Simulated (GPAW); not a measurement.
A calculation with GPAW 26.7.0 of Ge (ASE script, Cartesian positions):

run.py

```python
import numpy as np
from ase.dft.bandgap import bandgap
from ase.io import read, write
from gpaw import GPAW, PW
from gpaw.response.df import DielectricFunction

atoms = read('Ge.xyz')

calc = GPAW(mode=PW(450),
            xc='GLLBSC',
            kpts={'size': (7, 7, 7), 'gamma': True},
            occupations={'name': 'fermi-dirac', 'width': 0.001},
            nbands=11,
            convergence={'density': 1e-06},
            maxiter=150,
            txt='gpaw.txt')
atoms.calc = calc
energy = atoms.get_potential_energy()
calc.write('gs.gpw')
write('result.traj', atoms)
print('Fermi level:', round(calc.get_fermi_level(), 4), 'eV')
print(f'Gap: {bandgap(calc)[0]:.4f} eV, direct: {bandgap(calc, direct=True)[0]:.4f} eV')

for size in [(21, 21, 21)]:
    name = 'x'.join(str(n) for n in size)
    dense = calc.fixed_density(kpts={'size': size, 'gamma': True},
                               nbands=30, convergence={'bands': 24, 'eigenstates': 1e-7},
                               update_fermi_level=True, txt=f'dense-{name}.txt')
    dense.write(f'{name}.gpw', mode='all')
    df = DielectricFunction(f'{name}.gpw', frequencies=np.array([0.0]), hilbert=False, eta=0.001,
                            ecut=80, nbands=24, intraband=False, txt=f'df-{name}.txt')
    for xc in ['RPA']:
        for direction in ['x', 'y', 'z', [0, 1, 1], [1, 0, 1], [1, 1, 0]]:
            e0, e = df.get_macroscopic_dielectric_constant(xc=xc, direction=direction)
            print(f'{name} {xc} {direction}: {e0:.4f} without, {e:.4f} with local fields')
```

Contents of Ge.xyz:

```xyz
2
Lattice="0.0000000000 2.8289100000 2.8289100000 2.8289100000 0.0000000000 2.8289100000 2.8289100000 2.8289100000 0.0000000000" Properties=species:S:1:pos:R:3 pbc="T T T"
Ge     4.2433650000      4.2433650000      4.2433650000
Ge     2.8289100000      2.8289100000      2.8289100000
```

Potentials or basis: the program's PAW data sets (release 1.2.1) made for this functional, pw.

Launch:

```sh
$ OMP_NUM_THREADS=1 python run.py
```

Task: Write the same calculation in another form: ASE script, structure typed inline.

Result: As run:

The input run.py:

```python
import numpy as np
from ase import Atoms
from ase.dft.bandgap import bandgap
from ase.io import write
from gpaw import GPAW, PW
from gpaw.response.df import DielectricFunction

atoms = Atoms(['Ge', 'Ge'],
              cell=[[0.0, 2.82891, 2.82891],
                    [2.82891, 0.0, 2.82891],
                    [2.82891, 2.82891, 0.0]],
              scaled_positions=[[0.75, 0.75, 0.75],
                                [0.5, 0.5, 0.5]],
              pbc=True)

calc = GPAW(mode=PW(450),
            xc='GLLBSC',
            kpts={'size': (7, 7, 7), 'gamma': True},
            occupations={'name': 'fermi-dirac', 'width': 0.001},
            nbands=11,
            convergence={'density': 1e-06},
            maxiter=150,
            txt='gpaw.txt')
atoms.calc = calc
energy = atoms.get_potential_energy()
calc.write('gs.gpw')
write('result.traj', atoms)
print('Fermi level:', round(calc.get_fermi_level(), 4), 'eV')
print(f'Gap: {bandgap(calc)[0]:.4f} eV, direct: {bandgap(calc, direct=True)[0]:.4f} eV')

for size in [(21, 21, 21)]:
    name = 'x'.join(str(n) for n in size)
    dense = calc.fixed_density(kpts={'size': size, 'gamma': True},
                               nbands=30, convergence={'bands': 24, 'eigenstates': 1e-7},
                               update_fermi_level=True, txt=f'dense-{name}.txt')
    dense.write(f'{name}.gpw', mode='all')
    df = DielectricFunction(f'{name}.gpw', frequencies=np.array([0.0]), hilbert=False, eta=0.001,
                            ecut=80, nbands=24, intraband=False, txt=f'df-{name}.txt')
    for xc in ['RPA']:
        for direction in ['x', 'y', 'z', [0, 1, 1], [1, 0, 1], [1, 1, 0]]:
            e0, e = df.get_macroscopic_dielectric_constant(xc=xc, direction=direction)
            print(f'{name} {xc} {direction}: {e0:.4f} without, {e:.4f} with local fields')
```

Potentials or basis: the program's PAW data sets (release 1.2.1) made for this functional, pw.

The run is started by

```bash
$ OMP_NUM_THREADS=1 python run.py
```

Both were run:

|  | ASE script, Cartesian positions | ASE script, structure typed inline |
| --- | --- | --- |
| Band gap on the k mesh, Kohn-Sham part alone | 0.17 eV, direct | 0.17 eV, direct |
| Electronic dielectric tensor (diagonal) | 45.33 | 45.33 |

Keys that steer only the numerical path or the files written may differ.

Caveat: the gap is small at this level, which inflates the dielectric constant; a model potential gives levels but no total energy; the long-wavelength limit can be off by a per cent or two; response on these states lacks terms of the Hamiltonian; an odd mesh through Γ misses points on the zone boundary, where band edges often lie.
